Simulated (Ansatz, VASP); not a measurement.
Ga in VASP and in Ansatz

INCAR

```
SYSTEM = Ga
PREC     = Accurate       ! precision mode
ENCUT    = 520            ! plane-wave cutoff, eV
EDIFF    = 1E-6           ! SCF threshold, eV
ISMEAR   = -1             ! smearing method
SIGMA    = 0.1            ! smearing width, eV
LREAL    = .FALSE.        ! projectors in reciprocal space
LASPH    = .TRUE.         ! aspherical terms in the spheres
NELM     = 60             ! most SCF steps
ALGO     = Normal         ! electronic algorithm
ISIF     = 2              ! what is computed and relaxed
LWAVE    = .FALSE.        ! write WAVECAR
LCHARG   = .FALSE.        ! write CHGCAR
GGA      = PS             ! functional
NBANDS   = 12             ! bands
```

File KPOINTS:

```
Automatic mesh
0
G
  15 15 15
  0 0 0
```

File POSCAR:

```
Ga
1.0
    0.0000000000      2.1255634071      2.1255634071
    2.1255634071      0.0000000000      2.1255634071
    2.1255634071      2.1255634071      0.0000000000
Ga
1
Direct
    0.0000000000      0.0000000000      0.0000000000
```

Input for Ansatz:

```yaml
crystal:
  lattice:
    - [0.0, 2.1255634071, 2.1255634071]
    - [2.1255634071, 0.0, 2.1255634071]
    - [2.1255634071, 2.1255634071, 0.0]
  atoms:
    - { symbol: Ga, position: [0.0, 0.0, 0.0] }
hamiltonian:
  xc: pbesol
  pseudopotentials:
    kind: paw
    azcp:
      Ga: "pseudopotentials/Ga.paw.azcp"
basis:
  ecutwfc: 420
  fft_grid_basis: typed
kpoints:
  mp_grid: { grid: [15, 15, 15], shift: [0, 0, 0] }
magnetization:
  spin_polarized: false
scf:
  occupations: { method: fermi_dirac, width: 0.1 }
  lower_state_search: "off"
output:
  stress: true
  write_density: true
  write_potential: true
  elf: true
  volumetric_format: npy
```

Alike in both runs: task single point; functional PBEsol; k mesh 15 × 15 × 15; occupations fermi-dirac, width 0.1 eV; no spin polarisation.

|  | VASP | Ansatz |
| --- | --- | --- |
| version | VASP 6.6.1 | Ansatz 0.2.0 |
| potentials or method | VASP PAW PBE potentials, release 64 (Ga_d) | plane waves (420 eV) with PAW, scalar-relativistic |
| plane-wave cutoff (eV) | 520 | 420 |
| valence electrons in the cell | 13 | 13 |

|  | VASP | Ansatz | Ansatz less VASP |
| --- | --- | --- | --- |
| pressure (GPa) | -4.1 | -4.1 | -0.02 |

Ansatz warned: «pseudo_functional_mismatch».

Caveats: the PAW data sets were made with another functional, which shifts forces and pressure a little (VASP).
